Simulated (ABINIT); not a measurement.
The system is SiO2 (Cristobalite).

```
Si O
1.0
     4.98200    0.00000    0.00000
     0.00000    4.98200    0.00000
     0.00000    0.00000    6.96300
Si O
4 8
Direct
  0.79897 0.20103 0.75000
  0.70103 0.70103 0.50000
  0.20103 0.79897 0.25000
  0.29897 0.29897 0.00000
  0.10347 0.23989 0.82187
  0.26011 0.60347 0.07187
  0.89653 0.76011 0.32187
  0.73989 0.39653 0.57187
  0.60347 0.26011 0.92813
  0.76011 0.89653 0.67813
  0.39653 0.73989 0.42813
  0.23989 0.10347 0.17813
```

```yaml
Program: ABINIT 10.8.3 (patched build)
Task: single point
Functional: PBE
Potentials_or_basis: JTH PAW PBE v2.0
Cutoff: 626 eV
k_mesh: 6 × 6 × 4
Occupations: fermi-dirac, width 0.05 eV
Spin: no spin polarisation
```

On this cell: pressure 4.5 GPa; largest force 0.291 eV/Å; band gap on the k mesh 5.75 eV, direct.

The same run follows on a disturbed copy (atoms moved at random, drawn with an rms of 0.05 Å):

```
Si O
1.0
     4.98200    0.00000    0.00000
     0.00000    4.98200    0.00000
     0.00000    0.00000    6.96300
Si O
4 8
Direct
  0.80042 0.20047 0.74724
  0.69395 0.70557 0.50121
  0.21169 0.80140 0.24797
  0.29882 0.29123 0.99826
  0.09898 0.23574 0.82586
  0.26899 0.61283 0.06320
  0.90462 0.75964 0.31632
  0.73545 0.39522 0.57246
  0.60393 0.26144 0.92477
  0.76348 0.89984 0.67801
  0.39355 0.73317 0.41843
  0.24359 0.11350 0.17800
```

Q: What changes?

A: The energy moves by +33.6 meV/atom; pressure 5.0 GPa; largest force 3.801 eV/Å; band gap on the k mesh 5.61 eV, direct.

Forces in eV/Å, atoms in the order of the input:
```
Si  -0.274  0.605  0.933
Si   1.829 -0.821 -1.458
Si  -2.439  0.534 -2.866
Si   0.888  2.896 -0.322
O    0.130 -0.137 -0.835
O    0.071 -0.873 -0.296
O   -1.479 -0.113  1.314
O   -0.223  1.123 -0.959
O   -0.120 -0.167  0.240
O   -0.357 -1.140 -0.424
O    2.228 -0.383  2.876
O   -0.254 -1.525  1.796
```

Stress tensor (GPa, compression positive):
```
 5.23 -0.22  3.97
-0.22  2.51 -1.52
 3.97 -1.52  7.18
```

Caveats: the cell was measured hot, at 340 K; the atomic spheres overlap.

A k mesh can miss the band edges.
